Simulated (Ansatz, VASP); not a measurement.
# One calculation of Pb, two programs

```
Pb
1.0
     0.00000    2.49475    2.49475
     2.49475    0.00000    2.49475
     2.49475    2.49475    0.00000
Pb
1
Direct
  0.00000 0.00000 0.00000
```

Alike in both runs: task electric field gradients; functional LDA; k mesh 13 × 13 × 13; occupations fermi-dirac, width 0.05 eV; non-collinear spin, spin-orbit coupling.

|  | VASP | Ansatz |
| --- | --- | --- |
| version | VASP 6.6.1 | Ansatz 0.2.0 |
| potentials or method | VASP PAW LDA potentials, release 64 (Pb_d) | PAW with Ansatz's default frozen-core files, fully relativistic files with spin-orbit coupling |
| plane-wave cutoff (eV) | 520 | 420 |
| valence electrons in the cell | 14 | 14 |

```csv
,VASP,Ansatz,Ansatz less VASP
pressure (GPa),-2.6,-2.6,-0.08
net moment per atom (μB),0.00,0.00,0.000
Vzz of the field gradient on the site that differs most (V/Å²),0.0,0.0,0.00
```
